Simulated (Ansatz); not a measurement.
Runs of Ansatz 0.2.0 on In. The cell holds a slab with vacuum, 4 atoms: a = 3.335 Å, b = 3.335 Å, c = 23.264 Å, α = 90.00°, β = 90.00°, γ = 120.00°. The slab is cut from a database's or a generator's crystal, which needn't be the stable form of the element.

```tsv
task	level	cell	cutoff (eV)	basis error allowed	gap on the mesh (eV)	largest force (eV/Å)	work function (eV)
single point	PBEsol	as given	154	0.002 eV/atom	none	(a)	3.84
single point	PBE	as given	154	0.002 eV/atom	none	0.11	3.75
relaxation of the atoms	PBE	atoms relaxed from: the (0 0 1) slab of In, cut from the database cell, not relaxed	-	0.002 eV/atom	-	0.01	-
single point	PBE	the (0 0 1) slab of In, cut from the database cell, not relaxed	168	0.001 eV/atom	none	0.11	3.75
projected density of states	PBE	the (0 0 1) slab of In, cut from the database cell, not relaxed	154	0.002 eV/atom	-	0.11	3.75
single point	LDA	as given	155	0.002 eV/atom	none	0.16	4.05
```

Alike in all rows: potentials or basis all-electron LAPW, scalar-relativistic; no spin polarisation; k mesh 9 × 9 × 1; smearing fermi-dirac 0.05 eV.

Fill in the values left out.

(a) 0.10.

Caveats: spin-orbit coupling is left out, which moves the levels of the heavy elements (some runs); the density of states is complete only up to the lowest level of the last band computed (some runs).

A k mesh can miss the band edges, and the runs leave out spin-orbit coupling on In.

A gap of «none» marks a metal or a gap under the smearing width.
